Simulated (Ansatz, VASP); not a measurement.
## One calculation of BN, two programs

INCAR

```
SYSTEM = BN
PREC     = Accurate       ! precision mode
ENCUT    = 520            ! plane-wave cutoff, eV
EDIFF    = 1E-6           ! SCF threshold, eV
ISMEAR   = 0              ! smearing method
SIGMA    = 0.05           ! smearing width, eV
LREAL    = .FALSE.        ! projectors in reciprocal space
LASPH    = .TRUE.         ! aspherical terms in the spheres
NELM     = 80             ! most SCF steps
ALGO     = Normal         ! electronic algorithm
ISIF     = 2              ! what is computed and relaxed
LWAVE    = .FALSE.        ! write WAVECAR
LCHARG   = .FALSE.        ! write CHGCAR
GGA      = PS             ! functional
NBANDS   = 16             ! bands
```

Contents of KPOINTS:

```
regular mesh
0
G
  12 12 4
  0 0 0
```

Contents of POSCAR:

```
BN
1.0
    2.4539118702      0.0000000000      0.0000000000
   -1.2269559351      2.2118908353      0.0000000000
    0.0000000000      0.0000000000      6.6612000000
B N
2 2
Direct
    0.3333333333      0.6666666667      0.2500000000
    0.6666666667      0.3333333333      0.7500000000
    0.3333333333      0.6666666667      0.7500000000
    0.6666666667      0.3333333333      0.2500000000
```

Input for Ansatz:

```yaml
crystal:
  lattice:
    - [2.4539118702, 0.0, 0.0]
    - [-1.2269559351, 2.2118908353, 0.0]
    - [0.0, 0.0, 6.6612]
  atoms:
    - { symbol: B, position: [0.3333333333, 0.6666666667, 0.25] }
    - { symbol: B, position: [0.6666666667, 0.3333333333, 0.75] }
    - { symbol: "N", position: [0.3333333333, 0.6666666667, 0.75] }
    - { symbol: "N", position: [0.6666666667, 0.3333333333, 0.25] }
basis:
  ecutwfc: 420
kpoints:
  mp_grid: { grid: [12, 12, 4] }
hamiltonian:
  xc: pbesol
scf:
  occupations: { method: gaussian, width: 0.05 }
output:
  forces: true
  stress: true
  eigenvalues: true
```

Change from the starting cell: strain -0.0200 x Voigt [1, -1, 0, 0, 0, 0], atoms carried along.

Alike in both runs: task single point; functional PBEsol; k mesh 12 × 12 × 4; occupations gaussian, width 0.05 eV; no spin polarisation.

|  | VASP | Ansatz |
| --- | --- | --- |
| version | VASP 6.6.1 | Ansatz 0.2.0 |
| potentials or method | VASP PAW PBE potentials, release 64 (B, N) | scalar-relativistic, plane waves, PAW |
| plane-wave cutoff (eV) | 520 | 420 |
| valence electrons in the cell | 16 | 16 |

|  | VASP | Ansatz | Ansatz less VASP |
| --- | --- | --- | --- |
| gap on the k mesh at the Fermi level (eV) | 3.95 | 3.97 | +0.011 |
| least direct gap on the mesh (eV) | 4.60 | 4.61 | +0.008 |
| pressure (GPa) | 1.2 | 0.9 | -0.30 |
| largest component of the traceless stress (GPa) | 15.16 | 14.87 | -0.289 |
| rms of the force components (eV/Å) | 0.277 | 0.274 | -0.0030 |

Atom by atom the forces differ by 0.003 eV/Å (rms over components). The functional is the same, so the differences come from potentials, cutoffs and numerics.

Caveats: the PAW data sets were made with another functional, which shifts forces and pressure a little (VASP); this functional lacks dispersion, which binds the layers, so the pressure and a relaxed spacing across them are unreliable. A k mesh can miss the band edges.
